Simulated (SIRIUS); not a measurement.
# Al in SIRIUS: the effect of target pressure

Al:

```
Al
1.0
     3.18244    0.00000    0.00000
     0.00000    3.18244    0.00000
     0.00000    0.00000    3.18244
Al
2
Direct
  0.67549 0.56517 0.53582
  0.82451 0.93483 0.96418
```

This isn't the form of Al at room conditions, which is fcc.

The cell isn't the ideal one: pressure = 0; a zone-boundary wave of random shape, sigma 0.4 Å.

Alike in all runs:

- Program: SIRIUS 7.10.0
- Task: relaxation of cell and atoms
- Functional: PBE
- Potentials or basis: PseudoDojo 0.4.1 PBE standard (scalar relativistic)
- Cutoff: 557 eV
- Density cutoff: 2229 eV
- k mesh: 4 × 4 × 4
- Occupations: fermi-dirac, width 0.05 eV
- Spin: no spin polarisation

Each run relaxes the cell or the atoms first.

| target pressure | relaxed volume (Å³/atom) |
| --- | --- |
| 0 GPa | 17.21 |
| 10 GPa | 15.33 |
| 20 GPa | 14.23 |
| 30 GPa | ? |

**Question.** What does the run with target pressure 30 GPa give?

**Answer.** Relaxed volume 13.29 Å³/atom.

Worked out: A straight line through the other rows of the relaxed volume, of slope -0.149 Å³/atom per GPa, extrapolates to 12.61 Å³/atom, against the run's 13.29.

Caveats: all runs use coarse meshes; the volume moved by over 15 % at a fixed basis, so the end points are rough (some runs).
